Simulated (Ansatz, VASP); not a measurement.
## Two plane-wave programs on CdSe (Cadmoselite)

```
CELL_PARAMETERS angstrom
4.30000 0.00000 0.00000
-2.15000 3.72391 0.00000
0.00000 0.00000 7.02000
ATOMIC_POSITIONS crystal
Cd 0.33333 0.66667 0.00000
Cd 0.66667 0.33333 0.50000
Se 0.33333 0.66667 0.38500
Se 0.66667 0.33333 0.88500
```

Alike in both runs: task single point; functional LDA; k mesh 6 × 6 × 4; no spin polarisation.

|  | VASP | Ansatz |
| --- | --- | --- |
| version | VASP 6.6.1 | Ansatz 0.2.0 |
| potentials or method | VASP PAW LDA potentials, release 64 (Cd, Se) | plane waves, PAW |
| plane-wave cutoff (eV) | 520 | 420 |
| occupations | gaussian, width 0.01 eV | fixed |
| valence electrons in the cell | 36 | 72 |

|  | VASP | Ansatz | Ansatz less VASP |
| --- | --- | --- | --- |
| pressure (GPa) | -1.4 | -1.8 | -0.43 |
| largest component of the traceless stress (GPa) | 1.15 | 1.07 | -0.075 |
| rms of the force components (eV/Å) | 0.154 | 0.147 | -0.0070 |

Atom by atom the forces differ by 0.007 eV/Å (rms over components). The two sets of potentials don't hold the same shells in valence.
